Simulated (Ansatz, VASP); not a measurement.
**BiPbIO2 in two plane-wave programs**

Aim: how closely do two programs agree when they are given the same cell, functional and k mesh? Other levels of theory on this material are compared in a session of their own.

Calculated with Ansatz 0.2.0; plane waves, with VASP 6.6.1 beside it; band structure at BLYP.

## Step 1: Starting point

The structure is tetragonal, space group I4mm (No. 107). The conventional cell has a = 4.073 Å, b = 4.073 Å, c = 13.883 Å, α = 90.00°, β = 90.00°, γ = 90.00°. Nearest to Bi lie 4 O at 2.31 Å and 4 I at 3.63 Å. Pb has 4 O at 2.44 Å and 4 I at 3.69 Å nearest. I has 4 Bi at 3.63 Å and 4 Pb at 3.69 Å nearest. Nearest to O lie 2 Bi at 2.31 Å and 2 Pb at 2.44 Å. Farther neighbours and most contacts between anions are not listed.

## Step 2: Ansatz: band structure, BLYP

Ansatz runs on its default PAW (the set named soft_2) files.

Levels along a path test the potential and the projectors away from the mesh points.

Input file input.yaml:

```yaml
crystal:
  lattice:
    - [-2.036731, 2.036731, 6.94164]
    - [2.036731, -2.036731, 6.94164]
    - [2.036731, 2.036731, -6.94164]
  atoms:
    - { symbol: Bi, position: [0.334222, 0.334222, 0.0] }
    - { symbol: Pb, position: [0.659568, 0.659568, 0.0] }
    - { symbol: I, position: [0.993347, 0.993347, 0.0] }
    - { symbol: O, position: [0.756431, 0.256431, 0.5] }
    - { symbol: O, position: [0.256431, 0.756431, 0.5] }
hamiltonian:
  xc: blyp
  pseudopotentials: { kind: paw }
kpoints:
  mp_grid: { grid: [5, 5, 5] }
  band_path:
    path:
      - [0.0, 0.0, 0.0]
      - [-0.2, 0.2, 0.0]
      - [-0.4, 0.4, 0.0]
      - [-0.5, 0.5, -0.00574]
      - [-0.5, 0.5, -0.02296]
      - [-0.5, 0.5, -0.04017]
      - [-0.43907, 0.43907, -0.10397]
      - [-0.34768, 0.34768, -0.19536]
      - [-0.27152, 0.27152, -0.27152]
      - [-0.16291, 0.16291, -0.16291]
      - [-0.0543, 0.0543, -0.0543]
      - [0.06667, 0.06667, -0.06667]
      - [0.26667, 0.26667, -0.26667]
      - [0.46667, 0.46667, -0.46667]
      - [0.43907, 0.56093, -0.56093]
      - [0.34768, 0.65232, -0.65232]
      - [0.27152, 0.72848, -0.72848]
      - [0.16291, 0.63709, -0.63709]
      - [0.0543, 0.5457, -0.5457]
      - [-0.03333, 0.53333, -0.46667]
      - [-0.13333, 0.63333, -0.36667]
      - [-0.23333, 0.73333, -0.26667]
      - [-0.17185, 0.80519, -0.31667]
      - [-0.05464, 0.88797, -0.41667]
      - [0.04304, 0.95696, -0.5]
      - [0.22583, 0.77417, -0.5]
      - [0.34768, 0.65232, -0.5]
      - [0.40861, 0.59139, -0.5]
      - [-0.46667, 0.53333, -0.03333]
      - [-0.36667, 0.63333, -0.13333]
      - [-0.25, 0.75, -0.25]
    npoints: 1
scf:
  occupations: { method: gaussian, width: 0.02 }
  n_extra_bands: 8
output:
  forces: true
  stress: true
  eigenvalues: true
```

Launch:

```
$ ansatz run input.yaml --threads 2 --pin off --max-ram 4608MiB --backend cpu --events-out ev --progress --plain --runs-dir out
```

Numbers of over 12 decimals in the logs are rounded to 6 here.

Output:

```text
basis.fft_grid_basis auto: the FFT boxes are laid along the combinations [[1, 0, 1], [0, 1, 1], [0, 0, 1]] of the cell's own vectors, 4.073, 4.073 and 7.516 Å long. The dense box has 30×30×54 points. Along the cell's own vectors, as sized, it would have 54×54×54, 3.24 times as many. Of the 8 symmetry operations that the crystal satisfies within crystal.symmetry.tolerance (time reversal apart; of a slab, those that ke [...]
scf.n_extra_bands = 8 over 29 filled bands (N_el = 58.0): the run solves 37 bands
Engine: ansatz 0.2.0, aarch64-unknown-linux-gnu
Pseudopotentials: kind: paw
Pseudopotential: Bi, paw, valence charge 15, recommended cutoff 420 eV (normal), Bi.paw.azcp
Pseudopotential: Pb, paw, valence charge 14, recommended cutoff 420 eV (normal), Pb.paw.azcp
Pseudopotential: I, paw, valence charge 17, recommended cutoff 420 eV (normal), I.paw.azcp
Pseudopotential: O, paw, valence charge 6, recommended cutoff 420 eV (normal), O.paw.azcp
Functional definition: BLYP
  parameter beta = 0.0042
  parameter a = 0.04918
  parameter b = 0.132
  parameter c = 0.2533
  parameter d = 0.349
  exchange = b88_x(beta = beta)
  correlation = lyp_c(a = a, b = b, c = c, d = d)
Crystal: 5 atoms, lattice volume = 115.183 Å³
Basis set: ecut = 420 eV, 2251 PW (Γ), FFT grids on a1+a3, a2+a3, a3, exchange–correlation on 60×60×108 points (8 copies of the dense FFT grid, shifted against one another)
Bands: 37, of which v1, the nominal top of the filled ones, is band 29 counted from 1 (28 counted from 0)
Symmetry: 8 space group operations
Space group: I4mm (ITA 107), of the structure as read, at distance tolerance 4.9e-5 Å
k-points: 18 of 125 (time reversal used)
Non-local potential: Bi, projectors of the file, l = 0: 2, l = 1: 2, l = 2: 2, l = 3: 2
Non-local potential: Pb, projectors of the file, l = 0: 2, l = 1: 2, l = 2: 2, l = 3: 2
Non-local potential: I, projectors of the file, l = 0: 2, l = 1: 2, l = 2: 2, l = 3: 2
Non-local potential: O, projectors of the file, l = 0: 2, l = 1: 2, l = 2: 1
PAW form: soft (Blöchl's): semilocal exchange-correlation on the pseudo side does not see the compensation charge
PAW frozen core: Bi, regenerated for the run's functional, and the local potential with it (the file was generated under x = pbe(κ = 0.804, μ = 0.219515), c = pbe(β = 0.066725))
PAW frozen core: Pb, regenerated for the run's functional, and the local potential with it (the file was generated under x = pbe(κ = 0.804, μ = 0.219515), c = pbe(β = 0.066725))
PAW frozen core: I, regenerated for the run's functional, and the local potential with it (the file was generated under x = pbe(κ = 0.804, μ = 0.219515), c = pbe(β = 0.066725))
PAW frozen core: O, regenerated for the run's functional, and the local potential with it (the file was generated under x = pbe(κ = 0.804, μ = 0.219515), c = pbe(β = 0.066725))
PAW one-centre angular grid: Bi, 590 points (default); XC on 64 Gauss nodes
PAW one-centre angular grid: Pb, 590 points (default); XC on 64 Gauss nodes
PAW one-centre angular grid: I, 590 points (default); XC on 64 Gauss nodes
PAW one-centre angular grid: O, 110 points (default); XC on 64 Gauss nodes
Initial density: superposition of atomic densities (neutral atoms: chi_scale 0, normalization atom), corrected by the library's trained network
Initial wavefunctions: pseudopotential atomic-orbital guess
Functional: x = b88, c = lyp
SCF iter   1: F=—  HF=-33029.928346 eV  |F-HF|=—  |Δ(HF+E_count)|=         —  Δρ=1.41e-2  dr2=2.02e-1  ethr=1.77e-3  ⟨swp⟩=7.8  Hψ=3316  notcnv=0
preconditioner: auto → Resta (q_TF=auto, 2.433 Å⁻¹)  ε∞=3.0  [insulator: Δε(μ)=1.921 eV  Ē_g=16.799 eV  σ=0.020 eV  W_gap=1.00  n_scr=32 (ndim 8)  ℏωp=24.0 eV  f_vac=0.011  D(μ)=0.00/eV (n_scr^D=0)  ε∞_Penn≈3.0]
SCF iter   2: F=—  HF=-33029.897849 eV  |F-HF|=—  |Δ(HF+E_count)|=   3.05e-2  Δρ=7.53e-3  dr2=7.00e-2  ethr=3.49e-4  ⟨swp⟩=3.0  Hψ=1329  notcnv=0  defer=31
SCF iter   3: F=—  HF=-33029.885561 eV  |F-HF|=—  |Δ(HF+E_count)|=   1.23e-2  Δρ=1.60e-3  dr2=2.28e-3  ethr=1.21e-4  ⟨swp⟩=2.3  Hψ=916  notcnv=0  defer=31
SCF iter   4: F=—  HF=-33029.885355 eV  |F-HF|=—  |Δ(HF+E_count)|=   2.06e-4  Δρ=3.13e-4  dr2=1.38e-4  ethr=3.93e-6  ⟨swp⟩=2.0  Hψ=1026  notcnv=0  defer=31
SCF iter   5: F=—  HF=-33029.885377 eV  |F-HF|=—  |Δ(HF+E_count)|=   2.16e-5  Δρ=7.59e-5  dr2=7.86e-6  ethr=2.38e-7  ⟨swp⟩=2.0  Hψ=987  notcnv=0  defer=31
SCF iter   6: F=—  HF=-33029.885396 eV  |F-HF|=—  |Δ(HF+E_count)|=   1.90e-5  Δρ=1.72e-5  dr2=3.40e-7  ethr=1.35e-8  ⟨swp⟩=2.0  Hψ=896  notcnv=0  defer=31
SCF iter   7: F=-33029.885396 eV  HF=-33029.885396 eV  |F-HF|=1.25e-8  |Δ(HF+E_count)|=   3.11e-7  Δρ=3.85e-6  dr2=1.88e-8  ethr=1.72e-10  ⟨swp⟩=11.4  Hψ=3619  notcnv=0
SCF 1 converged in 7 iterations: F = -33029.885396 eV  dr2 = 1.88e-8
  greatest PAW one-centre occupation: 0.999 electrons in one spin orbital (limit 2), on the I atom at site 2 (counted from 0), in its partial waves of l = 2
NSCF: frozen V_eff on 31 k-points
SCF converged after 7 iterations
Free energy (F): -33029.885396 eV
Harris-Foulkes:  -33029.885396 eV  (|F-HF|=1.25e-8)
Internal energy: -33029.885396 eV  (E = F + TS)
E sigma→0 (E₀):  -33029.885396 eV
Fermi energy:    9.220203 eV
--- Per-component energies (eV) ---
  E_band       = -484.968429
  E_kinetic    = 1128.749063
  E_local      = -5194.827885  (includes V_loc(G=0)·N_el)
  E_nonlocal   = 913.978972
  E_hartree    = 2174.943273
  E_xc         = -641.091708
  E_vxc        = -584.382611  (∫ρ·V_xc dr)
  E_paw        = -26285.331423  (= ΣΔE_a)
  E_vpaw       = -1098.378046  (= ΣTr[D̂ρ^β])
  E_aug_tail   = 0.004708  (compensation charges beyond the density's cutoff)
  E_ewald      = -5126.121410
  E_core_change = -0.188985  (= ΣΔE_core)
  E_smearing   = -0.000000  (= −TS)
  E_closure    = -0.000000  (closes the sum)
  Σ components = -33029.885396   (vs F -33029.885396, Δ=0.00e0)
--- Forces (eV/Å), atoms counted from 1 ---
  atom   1  Bi    -0.00000000     0.00000000     0.04101594
  atom   2  Pb    -0.00000000     0.00000000    -0.03927094
  atom   3  I      0.00000000     0.00000000    -0.00338384
  atom   4  O      0.00000000    -0.00000000     0.00080501
  atom   5  O     -0.00000000     0.00000000     0.00080501
  max |Σ_I F_I| component: 2.88e-5 eV/Å
--- Stress (GPa, compression-positive) ---
        3.609996       0.000000      -0.000000
        0.000000       3.609996       0.000000
       -0.000000       0.000000       3.576777
  P = ⅓ Tr σ = 3.5989 GPa (35.989 kbar)
--- Band table (eV; the first three rows and the last of 18) ---
  k-point 0: bands = [... 25 lower, 6.8381, 7.8509, 7.8509, 7.8649, 10.1619, 12.8416, 13.4785, 13.4785, ... 4 higher]
  k-point 1: bands = [... 25 lower, 7.1836, 7.3941, 7.7172, 8.0698, 11.0501, 12.3966, 12.7412, 13.2285, ... 4 higher]
  k-point 2: bands = [... 25 lower, 6.8354, 6.9842, 7.4795, 7.5254, 10.8921, 11.3839, 13.0474, 13.0963, ... 4 higher]
  k-point 17: bands = [... 25 lower, 6.7620, 7.6058, 8.0830, 8.2375, 10.8729, 12.2896, 12.9323, 13.6973, ... 4 higher]
```

The job ended after 15 s (2 threads of Arm Neoverse N1, shared host; peak memory 0.41 GiB).

(Part 1 of 2 ends here.)

[Lines on the potential files, build, host, timing and source positions are cut from VASP's logs without a mark.]

[Logs are printed without paths, hosts, clocks, repeated set-up lines and the standing remarks that a program may print on its own settings, such as how far it seeks lower states.]

[Hosts, paths, dates, database ids (printed as entryN), source tags and the programs' standing remarks are cut or masked in the printed files.]
